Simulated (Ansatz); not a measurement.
# Al under changes of volume

One of the cells (16.603 Å³/atom); the others are scaled copies at fixed shape and fractional positions:

```
Al
1.0
     0.00000    2.02481    2.02481
     2.02481    0.00000    2.02481
     2.02481    2.02481    0.00000
Al
1
Direct
  0.00000 0.00000 0.00000
```

```yaml
Program: Ansatz 0.2.0
Functional: LDA
Potentials_or_basis: Ansatz PAW
Cutoff: "420 eV (not typed: the program's choice for these potentials)"
k_mesh: 11 × 11 × 11
Occupations: fermi-dirac, width 0.05 eV
Spin: no spin polarisation
```

| volume (Å³/atom) | energy over the lowest point (meV/atom) | pressure (GPa) |
| --- | --- | --- |
| 15.607 | 0.62 | 1.2 |
| 15.939 | 0.00 | -0.6 |
| 16.271 | 2.94 | -2.2 |
| 16.603 | ? | ? |
| 16.935 | 18.03 | -4.9 |
| 17.267 | 29.51 | -6.1 |
| 17.599 | 43.22 | -7.1 |

What does the run at 16.603 Å³/atom give?

Energy over the lowest point 9.06 meV/atom; pressure -3.7 GPa.

Worked out: A Birch-Murnaghan fit of order 3 (a polynomial in V^(-2/3)) to the other rows has its minimum at 15.83 Å³/atom with B0 = V·E''(V) = 85 GPa and B' = 4.6. It gives 9.07 meV/atom at 16.603 Å³/atom, against the run's 9.06, and -dE/dV = -3.7 GPa, against -3.7.

Energies are extrapolated to zero smearing.

Caveats: the PAW data sets come from PBE, with cores solved anew for the run's functional, which leaves a small shift of forces and pressure.
